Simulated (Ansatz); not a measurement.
# TlBr: the band gap up the ladder of functionals

One table from this session's results is given with a row withheld; the runs are named, their logs left out.

Code: Ansatz 0.2.0. PAW datasets, plane waves. Spin-unpolarised throughout; all numbers are computed.

### The cell

The cell was relaxed beforehand with r2SCAN+rVV10.

Space group Pm-3m (No. 221), cubic; conventional cell a = 3.945 Å, 30.70 Å³ an atom. Tl has 8 Br at 3.42 Å; Br has 8 Tl at 3.42 Å.

As a file:

```cif
data_structure
_symmetry_space_group_name_H-M 'P 1'
_symmetry_Int_Tables_number 1
_cell_length_a 3.9452
_cell_length_b 3.9452
_cell_length_c 3.9452
_cell_angle_alpha 90.000
_cell_angle_beta 90.000
_cell_angle_gamma 90.000
_cell_volume 61.40
loop_
_atom_site_label
_atom_site_type_symbol
_atom_site_fract_x
_atom_site_fract_y
_atom_site_fract_z
_atom_site_occupancy
Tl1 Tl 0.00000 0.00000 0.00000 1
Br1 Br 0.50000 0.50000 0.50000 1
```

The first run:

input.yaml reads:

```yaml
crystal:
  lattice:
    - [3.945184716, 0.0, 0.0]
    - [0.0, 3.945184716, 0.0]
    - [0.0, 0.0, 3.945184716]
  atoms:
    - { symbol: Tl, position: [0.0, 0.0, 0.0] }
    - { symbol: Br, position: [0.5, 0.5, 0.5] }
kpoints:
  mp_grid: { grid: [6, 6, 6] }
  band_path:
    path:
      - [[0.0, 0.0, 0.0], [-9.417843865883e-51, 0.5, -1.627241040282e-35], [0.5, 0.5, 4.881723120846e-35], [0.0, 0.0, 0.0], [0.5, 0.5, 0.5], [-9.417843865883e-51, 0.5, -1.627241040282e-35]]
      - [[0.5, 0.5, 0.5], [0.5, 0.5, 4.881723120846e-35]]
    npoints: 10
hamiltonian:
  xc: pbe
scf:
  occupations: { method: fermi_dirac, width: 0.02 }
  n_extra_bands: 4
output:
  forces: true
  stress: true
  eigenvalues: true
```

Command:

```console
ansatz run input.yaml --threads 2 --pin off --max-ram 29491MiB --backend cpu --events-out ev --progress --plain --runs-dir out
```

Steps of the session up to this table: Band structure with PBE; r2SCAN; HSE06 at the same geometry; PBE+SOC at the same geometry; Single point with PBE0; Single point with LDA; One-shot GW from PBE; G0W0 on PBE; DDH-PBE0; HSE06+SOC at the same geometry; Single point with Hartree-Fock; r2SCANh.

One table of the session follows, with a row left open; its other results are not shown here.

| level | gap (eV) |
| --- | --- |
| PBE | 1.78 |
| r2SCAN | 2.23 |
| HSE06 | ? |
| PBE+SOC | 1.13 |
| PBE0 | 3.09 |
| LDA | 1.60 |
| G0W0@PBE (183 empty bands) | 2.74 |
| G0W0@PBE (454 empty bands) | 2.89 |
| DDH-PBE0 | 2.61 |
| HSE06+SOC | 1.77 |
| Hartree-Fock | 7.62 |
| r2SCANh | 2.69 |

Estimate the missing values for HSE06.

As computed: gap (eV): 2.46. In the column «gap (eV)» it lies between r2SCAN (2.23) and DDH-PBE0 (2.61).

Meshes: PBE 6×6×6, r2SCAN 6×6×6, HSE06 4×4×4, PBE+SOC 6×6×6, PBE0 4×4×4, LDA 6×6×6, DDH-PBE0 4×4×4, HSE06+SOC 4×4×4, Hartree-Fock 4×4×4, r2SCANh 4×4×4

In words: PBE+SOC gives the least gap, 1.13 eV, and Hartree-Fock the largest, 7.62 eV. Against G0W0@PBE, PBE is short by 1.11 eV, at 62 % of it, and r2SCAN 77 %. PBE0 lies 0.63 eV above HSE06, which differs from it by screening the long-range exchange. Hartree-Fock lies above G0W0@PBE by 4.7 eV. The levels disagree on whether the gap is direct. The G0W0 figures hold for the stated bands, cutoff and mesh and aren't extrapolated.

Caveats from the session: Warnings in the runs' records: stress scf threshold loose, stress exchange threshold loose.
